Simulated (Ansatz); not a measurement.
Something may be wrong with this Ansatz 0.2.0 calculation of Al.

input.yaml

```yaml
crystal:
  lattice: { a: 3.88067635, b: 3.88067635, c: 3.88067635, alpha: 90.0, beta: 90.0, gamma: 90.0 }
  space_group: 225
  setting: { hermann_mauguin: Fm-3m }
  reduce_to_primitive: true
  atoms:
    - { symbol: Al, position: [0.0, 0.0, 0.0] }
kpoints:
  mp_grid: { grid: [11, 11, 11] }
scf:
  occupations: { method: fermi_dirac, width: 0.1 }
  mixing: { algorithm: broyden, beta: 1.5, ndim: 1, preconditioner: none }
  max_iter: 100
hamiltonian:
  xc: pbe
  pseudopotentials: { kind: all_electron, datasets: crystal }
output:
  forces: true
  stress: true
  eigenvalues: true
```

Potentials or basis: all-electron PAW datasets made for the crystal.

Launch:

```bash
$ ansatz run input.yaml --threads 1 --pin off --max-ram 2560MiB --backend cpu --events-out ev --progress --plain --runs-dir out
```

Output:

```text
Error: invalid value for `scf.mixing.beta`: must be finite and in (0, 1]; got 1.5
```

Q: How did it end, and where is the flaw?

A: The program refused the input. The input holds a flaw that was put in on purpose: mixing far too strong (scf.mixing = algorithm broyden, beta 1.5, ndim 1, preconditioner none).
